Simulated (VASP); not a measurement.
# Ru (P6_3/mmc) in VASP: a series of runs, part 2 of 2

VASP 6.6.1. The steps go on from the part before.

## (3) Single point, PBEsol (grid = ENCUT=460 dk=0.35 cell=2x2x1 ISMEAR=1 SIGMA=0.1 LREAL=Auto EDIFF=1e-06)

INCAR

```
SYSTEM = Ru
ALGO = Fast
EDIFF = 1E-6
ENCUT = 460
GGA = PS
ISIF = 2
ISMEAR = 1
LASPH = .TRUE.
LCHARG = .FALSE.
LREAL = Auto
LWAVE = .FALSE.
NBANDS = 64
NELM = 120
PREC = Accurate
SIGMA = 0.1
```

KPOINTS

```
k-points
0
G
  4 4 5
  0 0 0
```

POSCAR

```
Ru
1.0
    5.4116000000      0.0000000000      0.0000000000
   -2.7058000000      4.6865830752      0.0000000000
    0.0000000000      0.0000000000      4.2819000000
Ru
8
Direct
    0.3333333334      0.1666666666      0.7500000000
    0.3333333334      0.6666666666      0.7500000000
    0.8333333333      0.1666666666      0.7500000000
    0.8333333333      0.6666666666      0.7500000000
    0.1666666666      0.3333333334      0.2500000000
    0.1666666666      0.8333333333      0.2500000000
    0.6666666666      0.3333333334      0.2500000000
    0.6666666666      0.8333333333      0.2500000000
```

Potentials or basis: VASP PAW PBE potentials, release 64 (Ru_pv).

The run is started by

```
$ cat potpaw_PBE.64/Ru_pv/POTCAR > POTCAR
$ mpirun -np 1 vasp_std > vasp.out
```

OUTCAR:

```text
SYSTEM = Ru
   EDIFF = 1E-6
   ENCUT = 460
   GGA = PS
   ISIF = 2
   ISMEAR = 1
   LASPH = .TRUE.
   LREAL = Auto
   NELM = 120
   PREC = Accurate

 Found     12 irreducible k-points:

 Following reciprocal coordinates:
            Coordinates               Weight
  0.000000  0.000000  0.000000      1.000000
  0.250000  0.000000  0.000000      6.000000
  0.500000  0.000000  0.000000      3.000000
  0.250000  0.250000  0.000000      6.000000
  0.000000  0.000000  0.200000      2.000000
  0.250000  0.000000  0.200000     12.000000
   k-points           NKPTS =     12   k-points in BZ     NKDIM =     12   number of bands    NBANDS=     64
   number of dos      NEDOS =    301   number of ions     NIONS =      8
   total plane-waves  NPLWV =  48000
   dimension x,y,z NGX =    40 NGY =   40 NGZ =   30
   dimension x,y,z NGXF=    80 NGYF=   80 NGZF=   60
   ions per type =               8
   NGX,Y,Z   is equivalent  to a cutoff of  12.29, 12.29, 11.65 a.u.
   NGXF,Y,Z  is equivalent  to a cutoff of  24.58, 24.58, 23.30 a.u.
 SYSTEM =  Ru
   PREC   = accura    normal or accurate (medium, high low for compatibility)
   ISTART =      0    job   : 0-new  1-cont  2-samecut
   ICHARG =      2    charge: 1-file 2-atom 10-const
[... 66 lines left out ...]
      1     -30.9152      2.00000
      2     -30.7192      2.00000
      3     -30.7192      2.00000
      4     -30.7192      2.00000
      5     -30.5271      2.00000
      6     -30.5271      2.00000
[... 391 lines left out ...]
     63      14.0107     -0.00000
     64      14.4089     -0.00000

 [... further k-points ...]

------------------------ aborting loop because EDIFF is reached ----------------------------------------

  FORCE on cell =-STRESS in cart. coord.  units (eV):
  Direction    XX          YY          ZZ          XY          YZ          ZX
  --------------------------------------------------------------------------------------
  -------------------------------------------------------------------------------------
  Total       -4.3410949     -4.3410949     -5.3702027      0.0000000     -0.0000000      0.0000000
  in kB      -64.0458999    -64.0458999    -79.2287376      0.0000000     -0.0000000      0.0000000
  external PRESSURE =     -69.1068458 kB  Pullay stress =       0.0000000 kB

 VOLUME and BASIS-vectors are now :
 -----------------------------------------------------------------------------
  energy-cutoff  :      460.00
  volume of cell :      108.60
      direct lattice vectors                 reciprocal lattice vectors
     5.411600000  0.000000000  0.000000000     0.184788233  0.106687536  0.000000000
    -2.705800000  4.686583075  0.000000000     0.000000000  0.213375072  0.000000000
     0.000000000  0.000000000  4.281900000     0.000000000  0.000000000  0.233541185

 POSITION                                       TOTAL-FORCE (eV/Angst)
 -----------------------------------------------------------------------------------
      1.35290      0.78110      3.21143         0.000000      0.000000     -0.000000
      0.00000      3.12439      3.21143        -0.000000      0.000000      0.000000
      4.05870      0.78110      3.21143        -0.000000      0.000000     -0.000000
      2.70580      3.12439      3.21143         0.000000      0.000000     -0.000000
     -0.00000      1.56219      1.07048        -0.000000     -0.000000     -0.000000
     -1.35290      3.90549      1.07048        -0.000000     -0.000000     -0.000000
      2.70580      1.56219      1.07048         0.000000     -0.000000     -0.000000
      1.35290      3.90549      1.07048        -0.000000     -0.000000      0.000000
 -----------------------------------------------------------------------------------
    total drift:                                0.000001      0.000001      0.000000

  FREE ENERGIE OF THE ION-ELECTRON SYSTEM (eV)
  ---------------------------------------------------
  free  energy   TOTEN  =       -81.4947999901 eV

  energy  without entropy=      -81.4927101673  energy(sigma->0) =      -81.49410338
```

OSZICAR:

```text
N       E                     dE             d eps       ncg     rms          rms(c)
DAV:   1     0.138893726279E+04    0.13889E+04   -0.63386E+04  1576   0.179E+03
DAV:   2    -0.256973762910E+02   -0.14146E+04   -0.13783E+04  1616   0.586E+02
DAV:   3    -0.862922636814E+02   -0.60595E+02   -0.58217E+02  2064   0.112E+02
DAV:   4    -0.879553175821E+02   -0.16631E+01   -0.16333E+01  1784   0.156E+01
DAV:   5    -0.880045546185E+02   -0.49237E-01   -0.49069E-01  1856   0.252E+00    0.385E+01
RMM:   6    -0.817749453593E+02    0.62296E+01   -0.17846E+01  1560   0.220E+01    0.975E+00
RMM:   7    -0.814776534011E+02    0.29729E+00   -0.60654E+00  1601   0.880E+00    0.154E+00
RMM:   8    -0.814945350471E+02   -0.16882E-01   -0.70221E-01  1657   0.313E+00    0.134E+00
RMM:   9    -0.814949415673E+02   -0.40652E-03   -0.17658E-01  1736   0.122E+00    0.374E-01
RMM:  10    -0.814941125042E+02    0.82906E-03   -0.22178E-02  1729   0.666E-01    0.592E-02
RMM:  11    -0.814946226654E+02   -0.51016E-03   -0.56517E-03  1848   0.187E-01    0.386E-02
RMM:  12    -0.814947209695E+02   -0.98304E-04   -0.11743E-03  2034   0.724E-02    0.757E-03
RMM:  13    -0.814947702937E+02   -0.49324E-04   -0.47394E-04  2012   0.262E-02    0.492E-03
RMM:  14    -0.814947850522E+02   -0.14759E-04   -0.14977E-04  1453   0.104E-02    0.364E-03
RMM:  15    -0.814947938812E+02   -0.88289E-05   -0.85219E-05  1163   0.441E-03    0.664E-04
RMM:  16    -0.814947973172E+02   -0.34360E-05   -0.31917E-05  1095   0.309E-03    0.625E-04
RMM:  17    -0.814947992025E+02   -0.18852E-05   -0.18903E-05   740   0.177E-03    0.855E-04
RMM:  18    -0.814947999901E+02   -0.78759E-06   -0.72293E-06   664   0.140E-03
   1 F= -.81494800E+02 E0= -.81494103E+02  d E =-.208982E-02
```

Run time: 2.1 min. Hardware: 1 thread of Intel Xeon Platinum 8488C (Sapphire Rapids), shared host; peak memory 0.22 GiB.

The run converged, but some of its settings lie outside the range that counts as converged, so its numbers aren't taken as properties of the crystal.

What came out:

| Quantity | Value |
| --- | --- |
| Free energy | -81.4948 eV |
| Pressure | -6.9 GPa |
| Band gap on the k mesh | none (metal or under the smearing width) |

Caveat: the PAW data sets were made with another functional, which shifts forces and pressure a little.

## (4) Single point, PBEsol (grid = ENCUT=520 dk=0.35 cell=2x2x1 ISMEAR=1 SIGMA=0.1 LREAL=Auto EDIFF=1e-06)

Changes to INCAR since step 3:

```diff
@@ -3,3 +3,3 @@
 EDIFF = 1E-6
-ENCUT = 460
+ENCUT = 520
 GGA = PS
```

KPOINTS is that of step 3.

POSCAR is that of step 3.

Potentials or basis: VASP PAW PBE potentials, release 64 (Ru_pv).

The run is started by

```
$ cat potpaw_PBE.64/Ru_pv/POTCAR > POTCAR
$ mpirun -np 1 vasp_std > vasp.out
```

OUTCAR:

```text
SYSTEM = Ru
   EDIFF = 1E-6
   ENCUT = 520
   GGA = PS
   ISIF = 2
   ISMEAR = 1
   LASPH = .TRUE.
   LREAL = Auto
   NELM = 120
   PREC = Accurate

 Found     12 irreducible k-points:

 Following reciprocal coordinates:
            Coordinates               Weight
  0.000000  0.000000  0.000000      1.000000
  0.250000  0.000000  0.000000      6.000000
  0.500000  0.000000  0.000000      3.000000
  0.250000  0.250000  0.000000      6.000000
  0.000000  0.000000  0.200000      2.000000
  0.250000  0.000000  0.200000     12.000000
   k-points           NKPTS =     12   k-points in BZ     NKDIM =     12   number of bands    NBANDS=     64
[... 484 lines left out ...]
  Total       -4.3063043     -4.3063043     -5.2919653      0.0000000      0.0000000      0.0000000
  in kB      -63.5326204    -63.5326204    -78.0744693      0.0000000      0.0000000      0.0000000
  external PRESSURE =     -68.3799034 kB  Pullay stress =       0.0000000 kB

 VOLUME and BASIS-vectors are now :
 -----------------------------------------------------------------------------
  energy-cutoff  :      520.00
  volume of cell :      108.60
      direct lattice vectors                 reciprocal lattice vectors
     5.411600000  0.000000000  0.000000000     0.184788233  0.106687536  0.000000000
    -2.705800000  4.686583075  0.000000000     0.000000000  0.213375072  0.000000000
     0.000000000  0.000000000  4.281900000     0.000000000  0.000000000  0.233541185

 POSITION                                       TOTAL-FORCE (eV/Angst)
 -----------------------------------------------------------------------------------
      1.35290      0.78110      3.21143        -0.000000      0.000000      0.000000
      0.00000      3.12439      3.21143        -0.000000      0.000000      0.000000
      4.05870      0.78110      3.21143        -0.000000      0.000000      0.000000
      2.70580      3.12439      3.21143         0.000000     -0.000000      0.000000
     -0.00000      1.56219      1.07048         0.000000      0.000000     -0.000000
     -1.35290      3.90549      1.07048         0.000000     -0.000000     -0.000000
      2.70580      1.56219      1.07048         0.000000      0.000000     -0.000000
      1.35290      3.90549      1.07048         0.000000     -0.000000     -0.000000
 -----------------------------------------------------------------------------------
    total drift:                                0.000001      0.000001      0.000000

  FREE ENERGIE OF THE ION-ELECTRON SYSTEM (eV)
  ---------------------------------------------------
  free  energy   TOTEN  =       -81.4981697303 eV

  energy  without entropy=      -81.4960828190  energy(sigma->0) =      -81.49747409
```

OSZICAR:

```text
N       E                     dE             d eps       ncg     rms          rms(c)
DAV:   1     0.148274907994E+04    0.14827E+04   -0.67618E+04  1568   0.196E+03
DAV:   2    -0.204274362255E+02   -0.15032E+04   -0.14658E+04  1624   0.616E+02
DAV:   3    -0.860378089125E+02   -0.65610E+02   -0.63079E+02  2032   0.120E+02
DAV:   4    -0.879663690087E+02   -0.19286E+01   -0.18975E+01  1824   0.168E+01
DAV:   5    -0.880117761606E+02   -0.45407E-01   -0.45352E-01  1824   0.251E+00    0.386E+01
RMM:   6    -0.817808897546E+02    0.62309E+01   -0.17841E+01  1560   0.220E+01    0.976E+00
RMM:   7    -0.814815547451E+02    0.29934E+00   -0.60582E+00  1593   0.879E+00    0.153E+00
RMM:   8    -0.814980103493E+02   -0.16456E-01   -0.70218E-01  1644   0.315E+00    0.133E+00
RMM:   9    -0.814984953664E+02   -0.48502E-03   -0.17641E-01  1721   0.123E+00    0.377E-01
RMM:  10    -0.814975928128E+02    0.90255E-03   -0.22355E-02  1724   0.682E-01    0.603E-02
RMM:  11    -0.814980260071E+02   -0.43319E-03   -0.48650E-03  1852   0.194E-01    0.366E-02
RMM:  12    -0.814981199048E+02   -0.93898E-04   -0.11132E-03  2059   0.755E-02    0.824E-03
RMM:  13    -0.814981495876E+02   -0.29683E-04   -0.28176E-04  2057   0.307E-02    0.530E-03
RMM:  14    -0.814981620756E+02   -0.12488E-04   -0.12686E-04  1475   0.125E-02    0.263E-03
RMM:  15    -0.814981666281E+02   -0.45525E-05   -0.36237E-05  1155   0.476E-03    0.109E-03
RMM:  16    -0.814981689346E+02   -0.23065E-05   -0.24636E-05  1105   0.304E-03    0.310E-04
RMM:  17    -0.814981697303E+02   -0.79569E-06   -0.76152E-06   736   0.173E-03
   1 F= -.81498170E+02 E0= -.81497474E+02  d E =-.208691E-02
```

Wall time 2.3 min (1 thread of Intel Xeon Platinum 8488C (Sapphire Rapids), shared host); peak memory 0.24 GiB.

The run converged, but some of its settings lie outside the range that counts as converged, so its numbers aren't taken as properties of the crystal.

Results:

```yaml
Free_energy: -81.4982 eV
Pressure: -6.8 GPa
Band_gap_on_the_k_mesh: none (metal or under the smearing width)
```

Caveat: the PAW data sets were made with another functional, which shifts forces and pressure a little.
